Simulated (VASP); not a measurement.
# C (P6_3/mmc) in VASP: settings compared, part 2 of 2

VASP 6.6.1. Earlier steps stand in the parts before.

## Step 4: Single point, BLYP

The COD entry that gives the cell may itself be a prediction, so a difference from it is no test against experiment.

This run uses another cell than the first one, of 5.33 Å³/atom, 0.904 times its volume.

Contents of INCAR:

```
SYSTEM = C
PREC = Accurate
ENCUT = 520
EDIFF = 1E-6
ISMEAR = -1
SIGMA = 0.05
LREAL = .False.
LASPH = .True.
NELM = 100
ALGO = Normal
ISIF = 2
LWAVE = .False.
LCHARG = .False.
GGA = B5
ALDAX = 1.0
AGGAX = 1.0
AGGAC = 1.0
ALDAC = 0.0
NBANDS = 26
```

Contents of KPOINTS:

```
regular mesh
0
Gamma
  12 12 4
  0 0 0
```

Contents of POSCAR:

```
C
1.0
    2.4706141248      0.0000000000      0.0000000000
   -1.2353070624      2.1396145950      0.0000000000
    0.0000000000      0.0000000000      8.0689487361
C
8
Direct
    0.6666666667      0.3333333333      0.8437500000
    0.3333333333      0.6666666667      0.3437500000
    0.6666666667      0.3333333333      0.6562500000
    0.3333333333      0.6666666667      0.1562500000
    0.0000000000      0.0000000000      0.9062500000
    0.0000000000      0.0000000000      0.4062500000
    0.0000000000      0.0000000000      0.5937500000
    0.0000000000      0.0000000000      0.0937500000
```

Command:

```
cat potpaw_PBE.64/C/POTCAR > POTCAR
mpirun -np 1 vasp_std > vasp.out
```

Run time: 57 s. Hardware: 1 thread of AMD EPYC 7R43 (Zen 3), shared host; peak memory 0.13 GiB.

Results (log left out):

* Free energy: -66.2920 eV
* Pressure: 43.7 GPa
* Largest force: 0.382 eV/Å
* Band gap on the k mesh: 4.92 eV, indirect (least direct gap 5.50 eV)

Forces in eV/Å, atoms in the order of the input:
```
C    0.000  0.000  0.345
C    0.000  0.000  0.345
C    0.000  0.000 -0.345
C    0.000  0.000 -0.345
C    0.000  0.000  0.382
C    0.000  0.000  0.382
C    0.000  0.000 -0.382
C    0.000  0.000 -0.382
```

Stress tensor (GPa, compression positive):
```
38.83  0.00  0.00
 0.00 38.83  0.00
 0.00  0.00 53.35
```

Levels at points of the mesh, in eV from the valence-band top:
```csv
k point,band 12,band 13,band 14,band 15,band 16,band 17,band 18,band 19,band 20,band 21
"(0.00, 0.00, 0.00)",-1.80,-1.80,-0.23,0.00,0.00,5.50,5.50,6.05,7.39,7.39
"(0.50, 0.00, 0.00)",-5.22,-5.20,-4.70,-3.84,-3.05,4.98,6.20,6.36,6.52,7.64
"(0.00, 0.00, 0.50)",-2.59,-0.70,-0.70,-0.70,-0.70,6.32,6.32,6.32,6.32,7.18
"(0.50, 0.00, 0.50)",-6.30,-4.86,-4.86,-3.80,-3.80,5.34,5.34,7.64,7.64,8.10
```

Caveat: a pressure of tens of GPa on the cell as given is suspect, and the run, the potentials or the cell itself is likely at fault; the PAW data sets were made with another functional, which shifts forces and pressure a little. A k mesh can miss the band edges.

## Step 5: Single point, PBE

This run uses another cell than the first one, of 5.67 Å³/atom, 0.962 times its volume.

Contents of INCAR:

```
SYSTEM = C
PREC     = Accurate       ! precision mode
ENCUT    = 520            ! plane-wave cutoff, eV
EDIFF    = 1E-7           ! SCF threshold, eV
ISMEAR   = -1             ! smearing method
SIGMA    = 0.05           ! smearing width, eV
LREAL    = .FALSE.        ! projectors in reciprocal space
LASPH    = .TRUE.         ! aspherical terms in the spheres
NELM     = 80             ! most SCF steps
ALGO     = Normal         ! electronic algorithm
ISIF     = 2              ! what is computed and relaxed
LWAVE    = .FALSE.        ! write WAVECAR
LCHARG   = .TRUE.         ! write CHGCAR
GGA      = PE             ! functional
LELF     = .TRUE.         ! ELF
LVHAR    = .TRUE.       
NBANDS   = 26             ! bands
```

Contents of KPOINTS:

```
regular mesh
0
G
  12 12 4
  0 0 0
```

POSCAR, as its differences from that of step 4:

```diff
@@ -2,5 +2,5 @@
 1.0
-    2.4706141248      0.0000000000      0.0000000000
-   -1.2353070624      2.1396145950      0.0000000000
-    0.0000000000      0.0000000000      8.0689487361
+    2.5221000000      0.0000000000      0.0000000000
+   -1.2610500000      2.1842026709      0.0000000000
+    0.0000000000      0.0000000000      8.2371000000
 C
```

Command:

```
cat potpaw_PBE.64/C/POTCAR > POTCAR
mpirun -np 1 vasp_std > vasp.out
```

Wall time 55 s (1 thread of AMD EPYC 7R43 (Zen 3), shared host); peak memory 0.14 GiB.

It converged, with:

```yaml
Free_energy: -72.6481 eV
Pressure: 2.9 GPa
Largest_force: 0.329 eV/Å
Band_gap_on_the_k_mesh: 4.41 eV, indirect (least direct gap 5.18 eV)
```

Forces on the atoms (eV/Å):
```
C    0.000  0.000  0.320
C    0.000  0.000  0.320
C    0.000  0.000 -0.320
C    0.000  0.000 -0.320
C    0.000  0.000  0.329
C    0.000  0.000  0.329
C    0.000  0.000 -0.329
C    0.000  0.000 -0.329
```

Stress tensor (GPa, compression positive):
```
-1.17  0.00  0.00
 0.00 -1.17  0.00
 0.00  0.00 11.13
```

Levels at points of the mesh, in eV from the valence-band top:
```tsv
k point	band 12	band 13	band 14	band 15	band 16	band 17	band 18	band 19	band 20	band 21
(0.00, 0.00, 0.00)	-1.74	-1.74	-0.22	0.00	0.00	5.18	5.18	5.71	7.00	7.00
(0.50, 0.00, 0.00)	-5.03	-5.00	-4.54	-3.70	-2.93	4.46	5.60	5.86	6.01	6.97
(0.00, 0.00, 0.50)	-2.54	-0.68	-0.68	-0.68	-0.68	5.97	5.97	5.97	5.97	6.71
(0.50, 0.00, 0.50)	-6.06	-4.72	-4.72	-3.66	-3.66	4.82	4.82	7.11	7.11	7.56
```

## Step 6: Single point, PBE

This run uses another cell than the first one, of 5.67 Å³/atom, 0.962 times its volume.

Contents of INCAR:

```
  PREC = Accurate
  ENCUT = 520
  EDIFF = 1E-6
  ISMEAR = -1
  SIGMA = 0.05
  LREAL = False
  LASPH = True
  NELM = 100
  ALGO = Normal
  ISIF = 2
  LWAVE = False
  LCHARG = False
  GGA = PE
  NBANDS = 26
```

Contents of KPOINTS:

```
Automatic mesh
0
Gamma
  12 12 4
```

POSCAR is that of step 5.

Potentials or basis: VASP PAW PBE potentials, release 64 (C).

Command:

```
cat potpaw_PBE.64/C/POTCAR > POTCAR
mpirun -np 1 vasp_std > vasp.out
```

It took 32 s on 1 thread of Intel Xeon Platinum 8559C (Emerald Rapids), shared host; peak memory 0.18 GiB.

Results (log left out):

```yaml
Free_energy: -72.6481 eV
Pressure: 2.9 GPa
Largest_force: 0.329 eV/Å
Band_gap_on_the_k_mesh: 4.41 eV, indirect (least direct gap 5.18 eV)
```

Forces in eV/Å, atoms in the order of the input:
```
C    0.000  0.000  0.320
C    0.000  0.000  0.320
C    0.000  0.000 -0.320
C    0.000  0.000 -0.320
C    0.000  0.000  0.329
C    0.000  0.000  0.329
C    0.000  0.000 -0.329
C    0.000  0.000 -0.329
```

Stress tensor (GPa, compression positive):
```
-1.17  0.00  0.00
 0.00 -1.17  0.00
 0.00  0.00 11.13
```

Levels at points of the mesh, in eV from the valence-band top:
| k point | band 13 | band 14 | band 15 | band 16 | band 17 | band 18 | band 19 | band 20 |
| --- | --- | --- | --- | --- | --- | --- | --- | --- |
| (0.00, 0.00, 0.00) | -1.74 | -0.22 | 0.00 | 0.00 | 5.18 | 5.18 | 5.71 | 7.00 |
| (0.50, 0.00, 0.00) | -5.00 | -4.54 | -3.70 | -2.93 | 4.46 | 5.60 | 5.86 | 6.01 |
| (0.00, 0.00, 0.50) | -0.68 | -0.68 | -0.68 | -0.68 | 5.97 | 5.97 | 5.97 | 5.97 |
| (0.50, 0.00, 0.50) | -4.72 | -4.72 | -3.66 | -3.66 | 4.82 | 4.82 | 7.11 | 7.11 |

A k mesh can miss the band edges.

## Step 7: Summary

```tsv
level	cell	gap on the mesh (eV)	pressure (GPa)	largest force (eV/Å)
BLYP	P6_3/mmc, 5.9 Å³/atom	4.64	-4.3	0.32
PBE	P6_3/mmc, 5.79 Å³/atom	4.37	-5.6	0.32
BLYP	P6_3/mmc, 5.33 Å³/atom	4.92	43.7	0.38
PBE	P6_3/mmc, 5.67 Å³/atom	4.41	2.9	0.33
```

Alike in all rows: task single point; potentials or basis VASP PAW PBE potentials, release 64 (C); no spin polarisation; k mesh 12 × 12 × 4; cutoff (eV) 520; smearing fermi-dirac 0.05 eV.

On the cell as given the gap runs from 4.37 eV (PBE) to 4.92 eV (BLYP). The pressure there spans -5.6 GPa (PBE) to 43.7 GPa (BLYP); a positive pressure means that this level wants a larger cell, a negative one a smaller.

Caveats: the PAW data sets were made with another functional, which shifts forces and pressure a little (some runs); a pressure of tens of GPa on the cell as given is suspect, and the run, the potentials or the cell itself is likely at fault (some runs).

Total energies depend on the potentials used, so only differences within one code and one set of settings carry meaning.
